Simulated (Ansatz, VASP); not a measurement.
# Two plane-wave programs on SiC

File INCAR:

```
SYSTEM = SiC
ALGO = Normal
DIPOL = 0.5 0.5 0.343
EDIFF = 1E-7
ENCUT = 520
GGA = PE
IDIPOL = 3
ISIF = 2
ISMEAR = 0
LASPH = .True.
LCHARG = .False.
LDIPOL = .True.
LREAL = .False.
LWAVE = .False.
NBANDS = 26
NELM = 60
PREC = Accurate
SIGMA = 0.05
```

File KPOINTS:

```
k-points
0
Gamma
  9 9 1
  0 0 0
```

POSCAR

```
SiC
1.0
    3.0920147208      0.0000000000      0.0000000000
   -1.5460073604      2.6777632971      0.0000000000
    0.0000000000      0.0000000000     23.7337106667
C Si
4 4
Direct
    0.3333333333      0.6666666667      0.1685366463
    0.6666666667      0.3333333333      0.2754272413
    0.3333333333      0.6666666667      0.3835926047
    0.6666666667      0.3333333333      0.4915765751
    0.6666666667      0.3333333333      0.1950728568
    0.3333333333      0.6666666667      0.3019634518
    0.6666666667      0.3333333333      0.4085741933
    0.3333333333      0.6666666667      0.5154571419
```

Input for Ansatz:

```yaml
crystal:
  lattice:
    - [3.0920147287, 0.0, 0.0]
    - [-1.5460073644, 2.6777633039, 0.0]
    - [0.0, 0.0, 23.7337141879]
  atoms:
    - { symbol: C, position: [0.3333333333, 0.6666666667, 0.1685366213] }
    - { symbol: Si, position: [0.6666666667, 0.3333333333, 0.1950728271] }
    - { symbol: C, position: [0.6666666667, 0.3333333333, 0.275427201] }
    - { symbol: Si, position: [0.3333333333, 0.6666666667, 0.3019634068] }
    - { symbol: C, position: [0.3333333333, 0.6666666667, 0.3835926893] }
    - { symbol: Si, position: [0.6666666667, 0.3333333333, 0.4085741595] }
    - { symbol: C, position: [0.6666666667, 0.3333333333, 0.4915764918] }
    - { symbol: Si, position: [0.3333333333, 0.6666666667, 0.5154572138] }
basis:
  ecutwfc: 420
kpoints:
  mp_grid: { grid: [9, 9, 1] }
hamiltonian:
  xc: pbe
  pseudopotentials: { kind: paw, azcp: { folder: soft_1 } }
scf:
  occupations: { method: gaussian, width: 0.05 }
output:
  forces: true
  eigenvalues: true
efield:
  axis: 3
  dipole_correction: true
  ramp_width: 0.04
```

Alike in both runs: task single point; functional PBE; k mesh 9 × 9 × 1; occupations gaussian, width 0.05 eV; no spin polarisation.

|  | VASP | Ansatz |
| --- | --- | --- |
| version | VASP 6.6.1 | Ansatz 0.2.0 |
| potentials or method | VASP PAW PBE potentials, release 64 (C, Si) | scalar-relativistic, plane waves, PAW |
| plane-wave cutoff (eV) | 520 | 420 |
| valence electrons in the cell | 32 | 32 |

```tsv
	VASP	Ansatz	Ansatz less VASP
gap on the k mesh at the Fermi level (eV)	none	none	-
rms of the force components (eV/Å)	0.841	0.843	+0.0025
```

A gap of «none» marks a metal or a gap that the smearing closes. Ansatz warned: «vacuum_below_fermi».
